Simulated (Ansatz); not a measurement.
Si2W: relaxation of cell and atoms with BLYP+D4

Crystal: Si2W.

```
CELL_PARAMETERS angstrom
-1.60690 1.60690 3.91495
1.60690 -1.60690 3.91495
1.60690 1.60690 -3.91495
ATOMIC_POSITIONS crystal
W 0.00000 0.00000 0.00000
Si 0.66530 0.66530 0.00000
Si 0.33470 0.33470 0.00000
```

```json
{
  "Program": "Ansatz 0.2.0",
  "Task": "relaxation of cell and atoms",
  "Functional": "BLYP",
  "Dispersion": "D4",
  "Potentials or basis": "Ansatz PAW",
  "Cutoff": "420 eV (not typed: the program's choice for these potentials)",
  "k mesh": "12 × 12 × 12",
  "Occupations": "fermi-dirac, width 0.05 eV",
  "Spin": "no spin polarisation"
}
```

- Relaxed volume: 13.45 Å³/atom
- Relaxed cell: a = 4.519 Å, b = 4.519 Å, c = 4.519 Å, α = 138.34°, β = 138.34°, γ = 60.38°
- Space group after relaxing (to 0.05 Å): I4/mmm (No. 139)
- Energy gained by relaxing: 0.1 meV/atom
- Ionic steps: 4
- Pressure after relaxing: 0.0 GPa
- Band gap on the k mesh: none (metal or under the smearing width)

Step by step:
```csv
step,energy change (eV),largest force (eV/Å),volume (Å³)
1,0.0000,0.0204,40.44
2,-0.0003,0.0024,40.35
3,-0.0004,0.0017,40.36
4,-0.0003,0.0017,40.36
```

Final structure:
```
W Si
1.0
    -1.60713    1.60713    3.90635
     1.60713   -1.60713    3.90635
     1.60713    1.60713   -3.90635
W Si
1 2
Direct
  0.00000 0.00000 0.00000
  0.66520 0.66520 0.00000
  0.33480 0.33480 0.00000
```

Levels at points of the mesh, in eV from the Fermi level:
```tsv
k point	band 7	band 8	band 9	band 10	band 11	band 12	band 13	band 14	band 15
(0.00, 0.00, 0.00)	-3.71	-3.21	-2.85	-2.85	0.56	2.67	3.08	3.08	3.34
(0.00, 0.00, -0.50)	-5.80	-5.56	-4.96	-3.19	-1.58	2.80	2.91	3.09	3.98
(0.00, -0.50, 0.00)	-5.64	-4.71	-2.82	-2.72	-0.44	2.65	2.77	4.00	4.36
(-0.50, -0.50, -0.50)	-3.69	-2.53	-0.83	-0.83	-0.52	-0.52	0.74	4.50	4.73
```

Run time: 12 s on 2 threads of Intel(R) Xeon(R) Processor @ 2.70GHz, on a shared host, peak memory 0.45 GiB.

Caveat: the plane-wave basis is chosen anew once the cell has moved, so the energies of steps on either side of that aren't comparable; pairwise dispersion overbinds metals, which lowers pressure and volume; the PAW data sets come from PBE, with cores solved anew for the run's functional, which leaves a small shift of forces and pressure. Spin-orbit coupling is left out, which matters for the levels of W.
